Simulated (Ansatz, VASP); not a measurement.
SiC: VASP beside Ansatz

File INCAR:

```
PREC = Accurate
ENCUT = 520
EDIFF = 1E-6
ISMEAR = 0
SIGMA = 0.1
LREAL = F
LASPH = T
NELM = 80
ALGO = Normal
ISIF = 2
LWAVE = F
LCHARG = T
GGA = PE
LELF = T
LVHAR = T
NBANDS = 16
```

Contents of KPOINTS:

```
regular mesh
0
Gamma
  6 6 6
```

File POSCAR:

```
SiC
1.0
    0.0000000000      2.1897595588      2.1897595588
    2.1897595588      2.1897595588      0.0000000000
   -2.1897595588      4.3795191176     -2.1897595588
Si C
2 2
Direct
    0.1250000000      0.1250000000      0.6250000000
    0.6250000000      0.6250000000      0.1250000000
    0.0000000000      0.0000000000      0.0000000000
    0.5000000000      0.5000000000      0.5000000000
```

Input for Ansatz:

```yaml
crystal:
  lattice:
    - [0.0, 2.1897595588, 2.1897595588]
    - [2.1897595588, 2.1897595588, 0.0]
    - [-2.1897595588, 4.3795191176, -2.1897595588]
  atoms:
    - { symbol: Si, position: [0.125, 0.125, 0.625] }
    - { symbol: Si, position: [0.625, 0.625, 0.125] }
    - { symbol: C, position: [0.0, 0.0, 0.0] }
    - { symbol: C, position: [0.5, 0.5, 0.5] }
basis:
  ecutwfc: 420
kpoints:
  mp_grid: { grid: [6, 6, 6] }
hamiltonian:
  xc: pbe
scf:
  occupations: { method: gaussian, width: 0.1 }
  lower_state_search: "off"
output:
  forces: true
  stress: true
  eigenvalues: true
```

Alike in both runs: task single point; functional PBE; k mesh 6 × 6 × 6; occupations gaussian, width 0.1 eV; no spin polarisation.

|  | VASP | Ansatz |
| --- | --- | --- |
| version | VASP 6.6.1 | Ansatz 0.2.0 |
| potentials or method | VASP PAW PBE potentials, release 64 (Si, C) | scalar-relativistic, plane waves, PAW |
| plane-wave cutoff (eV) | 520 | 420 |
| valence electrons in the cell | 16 | 16 |

|  | VASP | Ansatz | Ansatz less VASP |
| --- | --- | --- | --- |
| gap on the k mesh at the Fermi level (eV) | 1.37 | 1.37 | +0.002 |
| least direct gap on the mesh (eV) | 2.42 | 2.42 | +0.003 |
| pressure (GPa) | 0.0 | 0.0 | +0.05 |

Caveats: the real-space grid breaks the cell's symmetry a little (VASP). A k mesh can miss the band edges.
